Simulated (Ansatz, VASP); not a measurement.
# GaN: VASP beside Ansatz

Contents of INCAR:

```
SYSTEM = GaN
  PREC = Accurate
  ENCUT = 520
  EDIFF = 1E-6
  ISMEAR = 0
  SIGMA = 0.05
  LREAL = .FALSE.
  LASPH = .TRUE.
  NELM = 60
  ALGO = Normal
  ISIF = 2
  LWAVE = .FALSE.
  LCHARG = .TRUE.
  GGA = PE
  LELF = .TRUE.
  LVHAR = .TRUE.
  NBANDS = 16
```

Contents of KPOINTS:

```
regular mesh
0
G
  10 10 10
  0 0 0
```

Contents of POSCAR:

```
GaN
1.0
    0.0000000000      2.2742384873      2.2742384873
    2.2742384873      0.0000000000      2.2742384873
    2.2742384873      2.2742384873      0.0000000000
Ga N
1 1
Direct
    0.0000000000      0.0000000000      0.0000000000
    0.7214401521      0.7595199493      0.7595199493
```

Input for Ansatz:

```yaml
crystal:
  lattice:
    - [0.0, 2.2742384873, 2.2742384873]
    - [2.2742384873, 0.0, 2.2742384873]
    - [2.2742384873, 2.2742384873, 0.0]
  atoms:
    - { symbol: Ga, position: [0.0, 0.0, 0.0] }
    - { symbol: "N", position: [0.7214401521, 0.7595199493, 0.7595199493] }
basis:
  ecutwfc: 420
kpoints:
  mp_grid: { grid: [10, 10, 10] }
hamiltonian:
  xc: pbe
scf:
  occupations: { method: gaussian, width: 0.05 }
output:
  forces: true
  stress: true
  eigenvalues: true
```

Change from the starting cell: all N atoms moved +0.075 Å, as atom 2 towards its neighbour atom 1 (Ga) at 1.970 Å.

Alike in both runs: task single point; functional PBE; k mesh 10 × 10 × 10; occupations gaussian, width 0.05 eV; no spin polarisation.

```csv
,VASP,Ansatz
version,VASP 6.6.1,Ansatz 0.2.0
potentials or method,"VASP PAW PBE potentials, release 64 (Ga_d, N)","scalar-relativistic, plane waves, PAW"
plane-wave cutoff (eV),520,420
valence electrons in the cell,18,18
```

```csv
,VASP,Ansatz,Ansatz less VASP
gap on the k mesh at the Fermi level (eV),1.46,1.46,-0.005
least direct gap on the mesh (eV),1.46,1.46,-0.005
pressure (GPa),0.7,0.6,-0.08
largest component of the traceless stress (GPa),2.56,2.63,+0.062
rms of the force components (eV/Å),0.588,0.597,+0.0088
```

Atom by atom the forces differ by 0.009 eV/Å (rms over components).

Caveats: forces of over 1 eV/Å show positions far from the minimum, so gaps and moduli don't describe the material at rest.
